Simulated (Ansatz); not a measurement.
# Ge: the cost of one run

Computed with Ansatz 0.2.0 (DFT PBE, scalar-relativistic, plane waves, PAW, unless a step's input says otherwise).

### 1 The system as given

It takes space group P4_32_12 (No. 96, tetragonal). Conventional cell: a = 5.930 Å, b = 5.930 Å, c = 6.980 Å, α = 90.00°, β = 90.00°, γ = 90.00°. Around Ge (site symmetry 2) lie 4 Ge at 2.48 to 2.49 Å. Around Ge (site symmetry 1) lie 4 Ge at 2.48 to 2.49 Å.

As a file:

```cif
data_structure
_symmetry_space_group_name_H-M 'P4_32_12'
_symmetry_Int_Tables_number 96
_cell_length_a 5.9300
_cell_length_b 5.9300
_cell_length_c 6.9800
_cell_angle_alpha 90.000
_cell_angle_beta 90.000
_cell_angle_gamma 90.000
_cell_volume 245.45
loop_
_atom_site_label
_atom_site_type_symbol
_atom_site_symmetry_multiplicity
_atom_site_Wyckoff_symbol
_atom_site_fract_x
_atom_site_fract_y
_atom_site_fract_z
_atom_site_occupancy
Ge1 Ge 4 a 0.09120 0.09120 0.00000 1
Ge2 Ge 8 b 0.17300 0.37840 0.24860 1
```

Source of the structure: the Crystallography Open Database.

(A quick probe on a coarse mesh, which set the mesh and smearing, is not shown.)

### 3 Full relaxation

Input file input.yaml:

```yaml
crystal:
  lattice:
    - [5.93, 0.0, 0.0]
    - [0.0, 5.93, 0.0]
    - [0.0, 0.0, 6.98]
  atoms:
    - { symbol: Ge, position: [0.0912, 0.0912, 0.0] }
    - { symbol: Ge, position: [0.4088, 0.5912, 0.75] }
    - { symbol: Ge, position: [0.9088, 0.9088, 0.5] }
    - { symbol: Ge, position: [0.5912, 0.4088, 0.25] }
    - { symbol: Ge, position: [0.173, 0.3784, 0.2486] }
    - { symbol: Ge, position: [0.1216, 0.673, 0.9986] }
    - { symbol: Ge, position: [0.827, 0.6216, 0.7486] }
    - { symbol: Ge, position: [0.8784, 0.327, 0.4986] }
    - { symbol: Ge, position: [0.673, 0.1216, 0.0014] }
    - { symbol: Ge, position: [0.6216, 0.827, 0.2514] }
    - { symbol: Ge, position: [0.327, 0.8784, 0.5014] }
    - { symbol: Ge, position: [0.3784, 0.173, 0.7514] }
basis:
  ecutwfc: 420
kpoints:
  mp_grid: { grid: [6, 6, 4] }
hamiltonian:
  xc: pbe
  pseudopotentials: { kind: paw, azcp: { folder: soft_1 } }
scf:
  occupations: { method: gaussian, width: 0.02 }
output:
  forces: true
  stress: true
  eigenvalues: true
relax:
  adjacent_minimum: "off"
  f_tol: 0.005
  max_steps: 80
  cell: { stress_tol: 0.05 }
```

Started as:

```console
ansatz run input.yaml --threads 4 --pin off --max-ram 8192MiB --backend cpu --events-out ev --progress --plain --runs-dir out
```

**Question.** How long does this run take on 4 threads of Intel Xeon Platinum 8488C (Sapphire Rapids), shared host, and how much memory does it need?

About 63 s, with a peak of 1.2 GiB.
